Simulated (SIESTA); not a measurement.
Nb:

```
Nb
1.0
     0.00000    2.11500    2.11500
     2.11500    0.00000    2.11500
     2.11500    2.11500    0.00000
Nb
1
Direct
  0.00000 0.00000 0.00000
```

This isn't the form of Nb at room conditions, which is bcc.

```yaml
Program: SIESTA 5.4.2
Task: single point
Functional: PBE
Potentials_or_basis: PseudoDojo 0.4 standard (PBE files)
Basis: DZP (energy shift 0.003 Ry; two zetas on semicore shells)
Grid_cutoff: 800 Ry
Energy_shift: 0.003 Ry
k_mesh: 11 × 11 × 11
Occupations: fermi-dirac, width 0.05 eV
Spin: no spin polarisation
```

On this cell: pressure -0.6 GPa; band gap on the k mesh none (metal or under the smearing width).

The same run follows on a disturbed copy (cell strained at random at fixed volume):

```xyz
1
Lattice="-0.0410 2.1934 2.1088 2.0464 0.0498 2.0180 2.1263 2.1824 -0.0300" Properties=species:S:1:pos:R:3 pbc="T T T"
Nb   -0.0098    0.0653    0.0554
```

Problem. What does the disturbed cell give?

Solution. The energy (extrapolated to zero smearing) moves by -22.2 meV/atom; pressure -0.9 GPa; band gap on the k mesh none (metal or under the smearing width).

Stress tensor (GPa, compression positive):
```
-1.61  0.60 -1.97
 0.60  4.05  1.08
-1.97  1.08 -5.11
```

The energy falls, though the first cell shows no forces: that form is unstable against this distortion, unless noise or another electronic state is at work.

Caveats: the basis of atomic orbitals isn't converged, which shifts pressures, moduli and gaps.
